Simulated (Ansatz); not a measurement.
**CdS: stress in a strained cell**

Aim: deform CdS (equal xx and yy strain of -1 %) and compute stress, forces and field gradients with LAPW, PAW and all-electron datasets made for the crystal.

Computed with Ansatz 0.2.0 (DFT PBE, scalar-relativistic, unless a step's input says otherwise).

## Step 1: Starting point

It takes space group F-43m (No. 216, cubic). The conventional cell has a = 5.886 Å, b = 5.886 Å, c = 5.886 Å, α = 90.00°, β = 90.00°, γ = 90.00°. Around Cd (site symmetry -43m) lie 4 S at 2.55 Å. S (site symmetry -43m) has 4 Cd at 2.55 Å as nearest neighbours.

Structure file:

```xyz
2
Lattice="0.0000 2.9430 2.9430 2.9430 0.0000 2.9430 2.9430 2.9430 0.0000" Properties=species:S:1:pos:R:3 pbc="T T T"
Cd    0.0000    0.0000    0.0000
S     4.4144    4.4144    4.4144
```

Atoms are numbered in the order of the input: Cd1, S2.

## Step 2: After the deformation

Space group F-43m before, I-4m2 after.

## Step 3: LAPW, all electrons

The input, input.yaml:

```yaml
crystal:
  lattice:
    - [0.0, 2.9135239302, 2.9429534649]
    - [2.9135239302, 0.0, 2.9429534649]
    - [2.9135239302, 2.9135239302, 0.0]
  atoms:
    - { symbol: Cd, position: [0.0, 0.0, 0.0] }
    - { symbol: S, position: [0.75, 0.75, 0.75] }
kpoints:
  mp_grid: { grid: [7, 7, 7] }
  band_path:
    path:
      - [0.0, 0.0, 0.0]
      - [0.5, 0.0, 0.5]
      - [0.75, 0.25, 0.5]
      - [0.5, 0.5, 0.5]
      - [0.0, 0.0, 0.0]
      - [0.5, 0.5, 0.0]
      - [0.6274875, 0.6274875, 0.254975]
      - [0.3725125, 0.3725125, 0.745025]
      - [0.0, 0.0, 0.0]
    npoints: 5
scf:
  occupations: { method: fermi_dirac, width: 0.02 }
hamiltonian:
  xc: pbe
  pseudopotentials: { kind: all_electron, lapw: { basis_error: 0.0005 } }
output:
  forces: true
  stress: true
  eigenvalues: true
```

The run is started by

```console
$ ansatz run input.yaml --threads 1 --pin off --max-ram 3072MiB --backend cpu --events-out ev --progress --plain --runs-dir out
```

## Step 4: PAW with frozen cores

The input, input.yaml:

```yaml
crystal:
  lattice:
    - [0.0, 2.9135239302, 2.9429534649]
    - [2.9135239302, 0.0, 2.9429534649]
    - [2.9135239302, 2.9135239302, 0.0]
  atoms:
    - { symbol: Cd, position: [0.0, 0.0, 0.0] }
    - { symbol: S, position: [0.75, 0.75, 0.75] }
kpoints:
  mp_grid: { grid: [7, 7, 7] }
scf:
  occupations: { method: fermi_dirac, width: 0.02 }
hamiltonian:
  xc: pbe
  pseudopotentials: { kind: paw }
output:
  forces: true
  stress: true
  eigenvalues: true
  efg: { contact_densities: true }
```

## Step 5: All-electron PAW on datasets made for the crystal

Edit input.yaml of step 4 so:

```diff
@@ -14,3 +14,3 @@
   xc: pbe
-  pseudopotentials: { kind: paw }
+  pseudopotentials: { kind: all_electron, datasets: crystal }
 output:
```

(Steps that only read results are left out.)

**Question.** What will these runs give? Wanted: pressure; largest shear or deviatoric stress.

As calculated:

```
                                 quantity                                           value
                                 pressure  LAPW 2.42, PAW 2.39, crystal datasets 2.42 GPa
largest shear or deviatoric stress (LAPW)                                        0.12 GPa
```

What this shows: The largest part of the stress beyond the pressure is 0.12 GPa in size, in the zz component; the atoms are carried along and not relaxed. No run of the undeformed cell stands beside it, so the pressure holds what the given cell had before the change. PAW: stress within 0.03 GPa of LAPW. Crystal datasets: stress within 0.01 GPa of LAPW.
